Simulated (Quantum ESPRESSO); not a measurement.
Set up this calculation in Quantum ESPRESSO 7.5, as the native input.

| Property | Result |
| --- | --- |
| Task | relaxation of cell and atoms |
| Functional | PBEsol |
| Potentials or basis | GBRV 1.5 PBEsol |
| Cutoff | 707 eV |
| Density cutoff | 5633 eV |
| k mesh | 11 × 11 × 11 |
| Occupations | fermi-dirac, width 0.05 eV |
| Spin | no spin polarisation |
| Target pressure | 30 GPa |
| Mixing beta | 0.5 |
| Most SCF iterations | 120 |
| SCF threshold | 2e-10 Ry |
| Most ionic steps | 40 |
| Forc conv thr | 0.0004 Ry/bohr |
| Etot conv thr | 1e-05 Ry |
| Ion dynamics | bfgs |
| Cell dynamics | bfgs |
| Press conv thr | 0.3 kbar |

Ti:

```xyz
1
Lattice="0.0000 2.0300 2.0300 2.0300 0.0000 2.0300 2.0300 2.0300 0.0000" Properties=species:S:1:pos:R:3 pbc="T T T"
Ti    0.0000    0.0000    0.0000
```

This isn't the form of Ti at room conditions, which is hcp.

The input as run:

pw.in

```
&CONTROL
  calculation = 'vc-relax'
  prefix = 'pwscf'
  outdir = './tmp'
  pseudo_dir = './pseudo'
  tprnfor = .true.
  tstress = .true.
  disk_io = 'low'
  nstep = 40
  forc_conv_thr = 0.0004
  etot_conv_thr = 1d-05
/
&SYSTEM
  ibrav = 0
  A = 2.87085353
  nat = 1
  ntyp = 1
  ecutwfc = 52
  ecutrho = 414
  nbnd = 12
  occupations = 'smearing'
  smearing = 'fd'
  degauss = 0.00367493
/
&ELECTRONS
  conv_thr = 2d-10
  electron_maxstep = 120
  mixing_beta = 0.5
/
&IONS
  ion_dynamics = 'bfgs'
/
&CELL
  cell_dynamics = 'bfgs'
  press = 300
  press_conv_thr = 0.3
/
ATOMIC_SPECIES
Ti    47.8670 ti_pbesol_v1.4.uspp.F.UPF
CELL_PARAMETERS alat
   0.0000000000    0.7071067816    0.7071067816
   0.7071067816    0.0000000000    0.7071067816
   0.7071067816    0.7071067816    0.0000000000
ATOMIC_POSITIONS alat
Ti     0.0000000000    0.0000000000    0.0000000000
K_POINTS automatic
11 11 11 0 0 0
```

Potentials or basis: GBRV 1.5 PBEsol.

Launch:

```bash
$ OMP_NUM_THREADS=1 mpirun -n 2 pw.x -nk 2 -in pw.in > pw.out
```

Results of the run:

```
Relaxed volume                                         : 13.79 Å³/atom
Relaxed cell                                           : a = 2.692 Å, b = 2.692 Å, c = 2.692 Å, α = 60.00°, β = 60.00°, γ = 60.00°
Space group after relaxing (to 0.05 Å)                 : Fm-3m (No. 225)
Energy change on relaxing (the enthalpy is what falls) : +231.8 meV/atom
Ionic steps                                            : 5
Pressure after relaxing                                : 30.0 GPa
Band gap on the k mesh                                 : none (metal or under the smearing width)
```

Caveat: the volume moved by over 15 % at a fixed basis, so the end points are rough.

It took 19 s on 2 MPI ranks on Arm Neoverse V1, on a shared host, peak memory 0.14 GiB a rank.
